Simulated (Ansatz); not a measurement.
## What a trial cell of TiTe2 relaxes into

All numbers below come from DFT PBE, scalar-relativistic, plane waves, PAW (Ansatz 0.2.0). Cutoff 420 eV, Γ-centred k mesh, Gaussian smearing, no spin polarisation in the final step.

TiTe2 was placed on the AlB2 structure type (P6/mmm, No. 191), with Ti in place of Al, Te in place of B, at a guessed volume.

```yaml
crystal:
  lattice:
    - [4.45138, 0.00000, 0.00000]
    - [-2.22569, 3.85501, 0.00000]
    - [0.00000, 0.00000, 4.80631]
  atoms:
    - { symbol: Ti, position: [0.00000, 0.00000, 0.00000] }
    - { symbol: Te, position: [0.33333, 0.66667, 0.50000] }
    - { symbol: Te, position: [0.66667, 0.33333, 0.50000] }
```

Cell and atoms relax at zero pressure; the relaxation can't lower the symmetry of the start. After a coarse first stage the cell is made exact in the group found at 0.06 Å.

Energies over the elements count from the elements' standard structures at the same level, with no empirical corrections.

Problem. Describe the relaxed structure.

Solution. It keeps P6/mmm (No. 191), but not the shape of the type it started on. Conventional cell: a = 5.341 Å, c = 3.067 Å. Ti is coordinated by 2 Ti at 3.07 Å and 12 Te at 3.44 Å; around Te lie 5 Te at 3.07–3.08 Å and 6 Ti at 3.44 Å.

Space group P6/mmm (No. 191). a = 5.341 Å, b = 5.341 Å, c = 3.067 Å, α = 90.00°, β = 90.00°, γ = 120.00°
| atom | site | symmetry | x | y | z |
| --- | --- | --- | --- | --- | --- |
| Ti | 1a | 6/mmm | 0.0000 | 0.0000 | 0.0000 |
| Te | 2d | -6m2 | 0.3333 | 0.6667 | 0.5000 |

Problem. What are its volume, energy, density and gap?

Solution. The volume per atom is 25.26 Å³, the density is 6.64 g/cm³ and the energy over the elements is 0.41 eV/atom. The gap on the 12×12×14 mesh is 0 eV (a metal).

The final run used a 12×12×14 mesh on its 3-atom cell and 0.10 eV smearing. The k mesh leaves about 4 meV/atom of noise in metals. Spin–orbit coupling is left out. Symmetry constrained the relaxation, so the result can be a saddle point.

Cost: 4 runs of about 2.7 core-minutes in all, on Arm Neoverse V2 (shared hosts).